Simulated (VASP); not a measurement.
A run of VASP 6.6.1 is set up as follows.

File POSCAR:

```
LiHF2
1.0
    1.4669835900      0.8469633700      4.3666887200
   -1.4669835900      0.8469633700      4.3666887200
    0.0000000000     -1.6939267400      4.3666887200
Li H F
1 1 2
Direct
    0.0000000000      0.0000000000      0.0000000000
    0.5000000000      0.5000000000      0.5000000000
    0.4133018800      0.4133018800      0.4133018800
    0.5866981200      0.5866981200      0.5866981200
```

Contents of INCAR.step1:

```
ALGO = Normal ; EDIFF = 1E-4
ENCUT = 520 ; GGA = PE
ISMEAR = -1 ; LASPH = T
LCHARG = F ; LREAL = F
LWAVE = T ; NBANDS = 17
NELM = 100 ; PREC = Accurate
SIGMA = 0.01
```

The input INCAR.step2:

```
ALGO = Normal ; EDIFF = 1E-6
ENCUT = 520 ; ISIF = 2
ISMEAR = -1 ; ISTART = 1
LASPH = T ; LCHARG = T
LELF = T ; LMIXTAU = T
LREAL = F ; LVHAR = T
LWAVE = F ; METAGGA = R2SCAN
NBANDS = 17 ; NELM = 100
PREC = Accurate ; SIGMA = 0.01
```

File KPOINTS:

```
k-points
0
Gamma
  6 6 6
```

Potentials or basis: VASP PAW PBE potentials, release 64 (Li_sv, H, F).

The run is started by

```sh
$ cat potpaw_PBE.64/Li_sv/POTCAR potpaw_PBE.64/H/POTCAR potpaw_PBE.64/F/POTCAR > POTCAR
$ cp INCAR.step1 INCAR
$ mpirun -np 1 vasp_std > vasp.out
$ cp INCAR.step2 INCAR
$ mpirun -np 1 vasp_std > vasp.out
```

Problem. What does it give for the band gap on the k mesh?

Solution. 9.26 eV, indirect (least direct gap 9.47 eV).

Problem. What does it give for the largest force?

Solution. 0.013 eV/Å.

Forces in eV/Å, atoms in the order of the input:
```
Li   0.000  0.000  0.000
H    0.000  0.000  0.000
F    0.000  0.000 -0.013
F    0.000  0.000  0.013
```

Caveat: the PAW data sets were made with another functional, which shifts forces and pressure a little. r2SCAN opens gaps a little over a GGA but as a rule still falls short of measured ones.
